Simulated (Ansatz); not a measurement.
Here is an Ansatz 0.2.0 calculation.

The input input.yaml:

```yaml
crystal:
  lattice:
    - [-2.8025, 2.8025, 2.8025]
    - [2.8025, -2.8025, 2.8025]
    - [2.8025, 2.8025, -2.8025]
  atoms:
    - { symbol: Rb, position: [0.0, 0.0, 0.0], spin: 0.5 }
hamiltonian:
  xc: pbe
  pseudopotentials: { kind: paw }
magnetization:
  spin_polarized: true
kpoints:
  mp_grid: { grid: [7, 7, 7] }
scf:
  occupations: { method: gaussian, width: 0.01 }
output:
  forces: true
  stress: true
  eigenvalues: true
```

Potentials or basis: Ansatz PAW.

Command:

```sh
$ ansatz run input.yaml --threads 1 --pin off --max-ram 2560MiB --backend cpu --events-out ev --progress --plain --runs-dir out
```

Q: Estimate the absolute moment.

A: 0.03 μB per cell.

Q: What does it give for the net moment?

A: 0.03 μB per cell.

Q: Predict the pressure.

A: 0.1 GPa.

Caveat: the starting moments weren't kept.
